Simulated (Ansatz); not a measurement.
The elements of this relaxed trial crystal are hidden behind letters.

```
lattice vectors (Å)
   7.8787    0.0000    0.0000
  -3.9393    6.8231    0.0000
   0.0000    0.0000    3.1718
fractional positions
X 0.3333 0.6667 0.5000
X 0.6667 0.3333 0.5000
Z 0.2791 0.0000 0.5000
Z 0.0000 0.2791 0.5000
Z 0.7209 0.7209 0.5000
```

Level of theory: DFT PBE, scalar-relativistic, plane waves, PAW in Ansatz. Plane waves to 420 eV, a 6×6×12 mesh through Γ for the 5-atom cell and 0.10 eV Gaussian smearing; no spin polarisation.

```
Space group                               : P-62m (No. 189)
Conventional cell                         : a = 7.879 Å, c = 3.172 Å
Volume per atom                           : 34.10 Å³
Density                                   : 6.38 g/cm³
Energy over the elements                  : +0.03 eV/atom
Gap on the 6×6×12 mesh of the 5-atom cell : 0 eV (a metal)
```

Energies are uncorrected and count from the elements' standard states at the same level.

Question: X is a p-block element of period 6 and Z is a p-block element of period 4. Which elements are they?

Answer: X = Bi, Z = Se, so the formula is Bi2Se3. Density times volume gives a mean mass of 6.38 × 34.10/1.6605 = 131.0 u per atom, and this set has 131.0 u. Bi is surrounded by 3 Se at 2.86 Å and 2 Bi at 3.17 Å; Se has 2 Bi at 2.86 Å and 2 Se at 3.17 Å. Other sets within the hints have nearly the same mass, so mass alone doesn't settle it; this one was computed.

These runs have no spin–orbit coupling, which can matter for Bi. Symmetry constrained the relaxation, so the result can be a saddle point.
